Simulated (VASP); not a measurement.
## Nb: equilibrium volume by level of theory

```cif
data_structure
_symmetry_space_group_name_H-M 'Fm-3m'
_symmetry_Int_Tables_number 225
_cell_length_a 4.1602
_cell_length_b 4.1602
_cell_length_c 4.1602
_cell_angle_alpha 90.000
_cell_angle_beta 90.000
_cell_angle_gamma 90.000
_cell_volume 72.00
loop_
_atom_site_label
_atom_site_type_symbol
_atom_site_symmetry_multiplicity
_atom_site_Wyckoff_symbol
_atom_site_fract_x
_atom_site_fract_y
_atom_site_fract_z
_atom_site_occupancy
Nb1 Nb 4 a 0.00000 0.00000 0.00000 1
```

This isn't the form of Nb at room conditions, which is bcc.

```tsv
rung	level	program and potentials	cutoff (eV)	k mesh	smearing	equilibrium volume (Å³/atom)	notes
LDA	LDA	VASP, LDA PAW files Nb_sv, 600 eV	600	18 × 18 × 18	gaussian 0.1	17.72	13 valence electrons an atom on average
GGA	PBE	VASP, PBE PAW files Nb_sv, 600 eV	600	18 × 18 × 18	gaussian 0.1	18.73	13 valence electrons an atom on average
GGA + dispersion	PBE+D3(BJ)	VASP, PBE PAW files Nb_sv, 600 eV	600	18 × 18 × 18	gaussian 0.1	18.02	13 valence electrons an atom on average
GGA	PBEsol	VASP, PBE PAW files Nb_pv, 580 eV	580	18 × 18 × 18	gaussian 0.1	18.35	potentials made for PBE; 11 valence electrons an atom on average
GGA	PBEsol	VASP, PBE PAW files Nb_sv, 600 eV	600	6 × 6 × 6	gaussian 0.1	18.14	coarse mesh; potentials made for PBE; 13 valence electrons an atom on average
GGA	PBEsol	VASP, PBE PAW files Nb_sv, 600 eV	600	18 × 18 × 18	gaussian 0.1	18.11	potentials made for PBE; 13 valence electrons an atom on average
GGA	RPBE	VASP, PBE PAW files Nb_sv, 600 eV	600	18 × 18 × 18	gaussian 0.1	19.05	potentials made for PBE; 13 valence electrons an atom on average
```

Task: relaxation of cell and atoms. All rows: no spin polarisation. Smearing widths are in eV. For a metal such meshes aren't converged. Meshes differ between rows, which moves values too. Meshes are those of the run's cell of 1 atom unless a note names another. Relaxations start from the cell shown or near it and stop with a little pressure left. Runs on faulty files, with rough fits or with known faults for this quantity aren't shown. No row holds spin-orbit coupling.

By rung: LDA 17.72; GGA 18.11 to 19.05; GGA + dispersion 18.02; GGA on coarse meshes 18.14 (Å³/atom).
